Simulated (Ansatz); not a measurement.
## Te in Ansatz: convergence with n extra bands

The system is Te.

```
Te
1.0
     4.45400    0.00000    0.00000
    -2.22700    3.85728    0.00000
     0.00000    0.00000    5.92400
Te
3
Cartesian
  1.6178 2.8015 -0.0059
  -0.5910 1.0740 3.9915
  1.1950 0.0424 1.9730
```

The cell isn't the ideal one: atoms moved at random, drawn with an rms of 0.05 Å.

- Program: Ansatz 0.2.0
- Task: convergence study
- Functional: LDA
- Potentials or basis: Ansatz PAW
- Cutoff: 420 eV (not typed: the program's choice for these potentials)
- k mesh: 5 × 5 × 4
- Occupations: fermi-dirac, width 0.05 eV
- Spin: no spin polarisation

These are the settings of the first run; the series varies n extra bands, with any setting tied to it.

Hardware: 2 threads of Intel(R) Xeon(R) Platinum 8488C (Sapphire Rapids), on a shared host.

```
n extra bands  energy less the tightest run, at zero smearing (meV/atom)  SCF cycles  CPU time (s)  peak memory (GiB)
            1                                                      -0.01           7           7.6               0.41
            2                                                       0.00           7           8.6               0.42
            4                                                       0.00           6           6.7               0.42
            8                                                       0.00           7           8.6               0.44
           16                                                       0.00           7            10               0.47
           32                                                       0.00           7            14               0.53
```

Against the tightest run, the energy stays within 1 meV/atom from 1 on. The tightest run that finished is the yardstick and may itself not be fully converged.
